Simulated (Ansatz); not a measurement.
A run of Ansatz 0.2.0 is set up as follows.

The input input.yaml:

```yaml
crystal:
  lattice:
    - [3.95487585, 0.0, 0.0]
    - [-1.97743793, 3.42502296, 0.0]
    - [0.0, 0.0, 3.85976289]
  atoms:
    - { symbol: Pt, position: [0.0, 0.0, 0.0] }
    - { symbol: Te, position: [0.6666666667, 0.3333333333, 0.5] }
hamiltonian:
  xc: r2scan
  pseudopotentials: { kind: paw }
kpoints:
  mp_grid: { grid: [8, 8, 7] }
  band_path:
    path:
      - [[0.0, 0.0, 0.0], [0.5, 0.0, 0.0], [0.3333333333, 0.3333333333, 0.0], [0.0, 0.0, 0.0], [0.0, 0.0, 0.5], [0.5, 0.0, 0.5], [0.3333333333, 0.3333333333, 0.5], [0.0, 0.0, 0.5]]
      - [[0.5, 0.0, 0.5], [0.5, 0.0, 0.0]]
      - [[0.3333333333, 0.3333333333, 0.0], [0.3333333333, 0.3333333333, 0.5]]
    npoints: 14
scf:
  occupations: { method: fermi_dirac, width: 0.05 }
  n_extra_bands: 6
output:
  forces: true
  stress: true
  eigenvalues: true
  fatbands: true
```

Potentials or basis: Ansatz PAW.

Launch:

```sh
$ ansatz run input.yaml --threads 2 --pin off --max-ram 5632MiB --backend cpu --events-out ev --progress --plain --runs-dir out
```

(1) Predict the pressure.

(2) What does it give for the band gap on the k mesh?

## Answers

(1) -13.3 GPa.

(2) none (metal or under the smearing width).

Caveat: spin-orbit coupling is left out, which moves the levels of the heavy elements; the PAW data sets come from PBE, with cores solved anew for the run's functional, which leaves a small shift of forces and pressure.
